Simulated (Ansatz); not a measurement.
Zincblende RbBr, relaxed with r2SCAN in Ansatz 0.2.0. Space group F-43m (No. 216), cubic; conventional cell a = 7.739 Å, 57.94 Å³ an atom. Rb is surrounded by 4 Br at 3.35 Å; Br is surrounded by 4 Rb at 3.35 Å.

The axes x, y and z are those of this cell:
```yaml
crystal:
  lattice:
    - [0.00000, 3.86950, 3.86950]
    - [3.86950, 0.00000, 3.86950]
    - [3.86950, 3.86950, 0.00000]
  atoms:
    - { symbol: Rb, position: [0.00000, 0.00000, 0.00000] }
    - { symbol: Br, position: [0.25000, 0.25000, 0.25000] }
```

Unstrained: PBE gives an indirect gap of 4.075 eV, from X to Γ; the least direct gap is 4.163 eV at Γ. r2SCAN gives an indirect gap of 4.649 eV, from X to Γ; the least direct gap is 4.734 eV at Γ. HSE06 gives an indirect gap of 5.172 eV, from X to Γ; the least direct gap is 5.261 eV at Γ. Meshes: PBE 6×6×6, r2SCAN 6×6×6, HSE06 4×4×4. Strains are changes of length per length, and xy shears are angles. After each strain the atoms were relaxed again with r2SCAN within the symmetry that the strain leaves, so tilts or polar shifts that break it weren't tested; points keep the names that they have in the unstrained zone. These are computed values for a spin-unpolarised cell that may be hypothetical; none is a measurement.

(1) Estimate what uniaxial +3.13 % along [111], other directions held does to the gap.

(2) Estimate what biaxial -2.6 % in x and y, z held does to the gap.

(3) Apply xy shear, engineering strain (angle) -3.04 %. How far does the gap move, against the unstrained cell?

(4) Order the strained cells by their HSE06 gap, smallest first.
A. xy shear, engineering strain (angle) -3.04 %
B. uniaxial +3.13 % along [111], other directions held
C. biaxial -2.6 % in x and y, z held

## Answers

(1) PBE: the gap goes from 4.075 to 4.019 eV (-0.056 eV). r2SCAN: the gap goes from 4.649 to 4.603 eV (-0.046 eV). HSE06: the gap goes from 5.172 to 5.112 eV (-0.060 eV). The r2SCAN energy rises by 1.9 meV an atom.

(2) PBE: the gap goes from 4.075 to 4.137 eV (+0.062 eV). r2SCAN: the gap goes from 4.649 to 4.694 eV (+0.045 eV). HSE06: the gap goes from 5.172 to 5.240 eV (+0.068 eV). The r2SCAN energy rises by 4.6 meV an atom.

(3) PBE: the gap goes from 4.075 to 4.058 eV (-0.017 eV). r2SCAN: the gap goes from 4.649 to 4.632 eV (-0.017 eV). HSE06: the gap goes from 5.172 to 5.155 eV (-0.017 eV). The r2SCAN energy rises by 0.3 meV an atom.

(4) B (5.11 eV), A (5.16 eV), C (5.24 eV).

The runs are scalar-relativistic, without spin-orbit coupling.

The meshes of the hybrids are coarse, so their gaps aren't converged to the digits shown.
